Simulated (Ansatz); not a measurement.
Relaxed Li2O (anti-fluorite):

```
CELL_PARAMETERS angstrom
      0.00000     2.28997     2.28997
      2.28997     0.00000     2.28997
      2.28997     2.28997     0.00000
ATOMIC_POSITIONS crystal
  O  0.00000 0.00000 0.00000
  Li 0.25000 0.25000 0.25000
  Li 0.75000 0.75000 0.75000
```

Scan: atom 1 (O, nearest neighbour Li at 1.983 Å; its periodic images, 3.2 Å or more away, move with it) is displaced along Cartesian [111], direction (0.577, 0.577, 0.577) in Cartesian axes, by s. The other atoms stay.

All values below come from PBEsol (plane waves to 420 eV, PAW, scalar-relativistic; Ansatz, a program for electronic structure). k mesh 10×10×10 (Γ-centred), Fermi-Dirac smearing 0.05 eV. Left out: 2 of 11 points, with atoms too close for the PAW data. F∥ is the force on the atom along that direction. Li2O was relaxed with its symmetry unable to fall. 

```csv
s (Å),F∥ (eV/Å)
-0.472,4.929
-0.354,2.803
-0.236,1.515
-0.118,0.664
0.000,0.000
0.118,-0.664
0.236,-1.515
0.354,-2.803
0.472,-4.929
```

**Question.** What is the force constant k = d²E/ds² of this move at s = 0?

**Answer.** 5.36 eV/Å². The forces along the line at the two nearest points give (0.664 − (-0.664)) / (2·0.118) = 5.63 eV/Å²; the next pair corrects for the finite step.

(A displaced cell: forces are minus the slopes of the energy, force constants its curvatures, and phonons follow from these.)
